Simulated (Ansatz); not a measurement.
The system is AlAu2.

```
Au Al
1.0
    -1.67151    1.67151    4.39908
     1.67151   -1.67151    4.39908
     1.67151    1.67151   -4.39908
Au Al
2 1
Direct
  0.34373 0.34373 0.00000
  0.65627 0.65627 0.00000
  0.00000 0.00000 0.00000
```

The cell comes from a database or a generator and needn't be the stable form of this composition.

Base run:

- Program: Ansatz 0.2.0
- Functional: PBEsol
- Potentials or basis: all-electron LAPW, inner shells corrected to Dirac's equation
- Cutoff: 257 eV (chosen from the basis error)
- Basis error allowed: 0.002 eV/atom
- k mesh: 11 × 11 × 11
- Occupations: fermi-dirac, width 0.05 eV
- Spin: no spin polarisation

Its results: pressure -2.2 GPa; largest force 0.058 eV/Å.

Problem. The run is repeated on the same cell with these changes: potentials or basis from all-electron LAPW, inner shells corrected to Dirac's equation to all-electron LAPW, non-relativistic. What comes out?

Solution. Pressure 18.4 GPa; largest force 0.553 eV/Å.

Caveats: relativity is left out, which matters for the heavier elements (some runs).
